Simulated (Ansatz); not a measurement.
YN, DFT, PBE, all-electron PAW with datasets made for the crystal, scalar-relativistic (Ansatz 0.2.0), run on 1 thread of Intel(R) Xeon(R) Platinum 8488C (Sapphire Rapids) on a shared host.

The cell is COD entry 9008768, as deposited and not checked against the literature; nothing was relaxed. The listed cell was then made from it by scaling, straining or moving an atom.

Command: `ansatz run input.yaml --threads 1 --pin off --max-ram 3072MiB --backend cpu --events-out ev --progress --plain --runs-dir out`

```yaml
crystal:
  lattice:
    - [0.0, 2.511655, 2.4385]
    - [2.511655, 0.0, 2.4385]
    - [2.511655, 2.511655, 0.0]
  atoms:
    - { symbol: "Y", position: [0.0, 0.0, 0.0] }
    - { symbol: "N", position: [0.5, 0.5, 0.5] }
kpoints:
  mp_grid: { grid: [9, 9, 9] }
scf:
  occupations: { method: fermi_dirac, width: 0.03 }
hamiltonian:
  xc: pbe
  pseudopotentials: { kind: all_electron, datasets: crystal }
output:
  forces: true
  stress: true
  eigenvalues: true
  efg: { contact_densities: true }
```

How large is the problem that the program sets up?

75 irreducible k-points, 299 plane waves at Γ, 12 bands.

About how long does it take, and how much memory does it use?

8.3 s of wall time for 11 SCF iterations, with a peak of 0.43 GiB. Times on shared machines scatter by tens of per cent.
